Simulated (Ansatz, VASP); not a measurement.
## One calculation of Pd, two programs

Contents of INCAR:

```
SYSTEM = Pd
PREC     = Accurate       ! precision mode
ENCUT    = 520            ! plane-wave cutoff, eV
EDIFF    = 1E-8           ! SCF threshold, eV
ISMEAR   = -1             ! smearing method
SIGMA    = 0.05           ! smearing width, eV
LREAL    = .False.        ! projectors in reciprocal space
LASPH    = .True.         ! aspherical terms in the spheres
NELM     = 100            ! most SCF steps
ALGO     = Normal         ! electronic algorithm
ISIF     = 2              ! what is computed and relaxed
LWAVE    = .False.        ! write WAVECAR
LCHARG   = .False.        ! write CHGCAR
LEFG     = .True.       
NBANDS   = 11             ! bands
```

KPOINTS

```
Automatic mesh
0
Gamma
  18 18 18
  0 0 0
```

The input POSCAR:

```
Pd
1.0
    0.0000000000      1.9704937245      1.9704937245
    1.9704937245      0.0000000000      1.9704937245
    1.9704937245      1.9704937245      0.0000000000
Pd
1
Direct
    0.0000000000      0.0000000000      0.0000000000
```

Input for Ansatz:

```yaml
crystal:
  lattice:
    - [0.0, 1.9704937245, 1.9704937245]
    - [1.9704937245, 0.0, 1.9704937245]
    - [1.9704937245, 1.9704937245, 0.0]
  atoms:
    - { symbol: Pd, position: [0.0, 0.0, 0.0] }
kpoints:
  mp_grid: { grid: [18, 18, 18] }
scf:
  occupations: { method: fermi_dirac, width: 0.05 }
hamiltonian:
  xc: lda
  pseudopotentials: { kind: paw }
output:
  forces: true
  stress: true
  eigenvalues: true
  efg: { contact_densities: true }
```

Change from the starting cell: functional lda, volume scaled by 1.04, PAW files.

Alike in both runs: task electric field gradients; functional LDA; k mesh 18 × 18 × 18; occupations fermi-dirac, width 0.05 eV; no spin polarisation.

|  | VASP | Ansatz |
| --- | --- | --- |
| version | VASP 6.6.1 | Ansatz 0.2.0 |
| potentials or method | VASP PAW LDA potentials, release 64 (Pd) | PAW with Ansatz's default frozen-core files, scalar-relativistic |
| plane-wave cutoff (eV) | 520 | 420 |
| valence electrons in the cell | 10 | 18 |

VASP gave:

- pressure (GPa): -14.2
- Vzz of the field gradient on the site that differs most (V/Å²): 0.0

What did Ansatz give for the same quantities?

Pressure (GPa): -14.4; Vzz of the field gradient on the site that differs most (V/Å²): 0.0.

The two sets of potentials don't hold the same shells in valence. Ansatz warned: «gradients_without_spin_orbit».
